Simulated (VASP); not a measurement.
Crystal: HfO2.

```
Hf O
1.0
     0.00000    2.55750    2.55750
     2.55750    0.00000    2.55750
     2.55750    2.55750    0.00000
Hf O
1 2
Direct
  0.00000 0.00000 0.00000
  0.75000 0.75000 0.75000
  0.25000 0.25000 0.25000
```

Measurements of this composition are mostly on another form, of space group No. 14.

Base run:

| Item | Value |
| --- | --- |
| Program | VASP 6.6.1 |
| Functional | PBE |
| Potentials or basis | VASP PAW PBE potentials, release 64 (Hf, O) |
| Cutoff | 500 eV |
| k mesh | 9 × 9 × 9 |
| Occupations | gaussian, width 0.02 eV |
| Spin | no spin polarisation |

Its results: band gap on the k mesh 3.78 eV, indirect (least direct gap 3.89 eV); pressure -7.6 GPa.

Task: The run is repeated on the same cell with these changes: potentials or basis from VASP PAW PBE potentials, release 64 (Hf, O) to VASP PAW PBE potentials, release 64 (Hf_pv, O); cutoff from 500 eV to 520 eV; further incar settings from ALGO = Normal; EDIFF = 1e-07; NBANDS = 15 to ALGO = Normal; EDIFF = 1e-07; NBANDS = 18; valence electrons from 16 to 22. What comes out?

Result: Band gap on the k mesh 3.84 eV, indirect (least direct gap 3.95 eV); pressure -6.0 GPa.

Caveats: spin-orbit coupling is left out, which moves the levels of the heavy elements; an odd mesh through Γ misses points on the zone boundary, where band edges often lie.

Not every run made on this cell is shown here.
